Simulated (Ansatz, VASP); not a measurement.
Ge in VASP and in Ansatz

```xyz
2
Lattice="0.0000 0.0000 -2.6427 2.7652 0.0000 0.0000 0.0000 -5.0390 0.0000" Properties=species:S:1:pos:R:3 pbc="T T T"
Ge    1.3826    0.0000   -0.1000
Ge    0.0000   -2.5195    0.1000
```

Change from the starting cell: mode 5 (55.6 1/cm) frozen in, largest displacement -0.100 Å.

Alike in both runs: task single point; functional PBEsol; k mesh 22 × 22 × 12; occupations gaussian, width 0.15 eV; no spin polarisation.

|  | VASP | Ansatz |
| --- | --- | --- |
| version | VASP 6.6.1 | Ansatz 0.2.0 |
| potentials or method | VASP PAW PBE potentials, release 64 (Ge_d) | scalar-relativistic, plane waves, PAW |
| plane-wave cutoff (eV) | 520 | 420 |
| valence electrons in the cell | 28 | 28 |

VASP gave:

| Quantity | Value |
| --- | --- |
| gap on the k mesh at the Fermi level (eV) | none |
| pressure (GPa) | 0.0 |
| largest component of the traceless stress (GPa) | 1.16 |
| rms of the force components (eV/Å) | 0.048 |

Q: What did Ansatz give for the same quantities?

A: gap on the k mesh at the Fermi level (eV): none; pressure (GPa): 0.0; largest component of the traceless stress (GPa): 1.15; rms of the force components (eV/Å): 0.048.

Atom by atom the forces differ by 0.000 eV/Å (rms over components). A gap of «none» marks a metal or a gap that the smearing closes.

Caveats: the PAW data sets were made with another functional, which shifts forces and pressure a little (VASP).
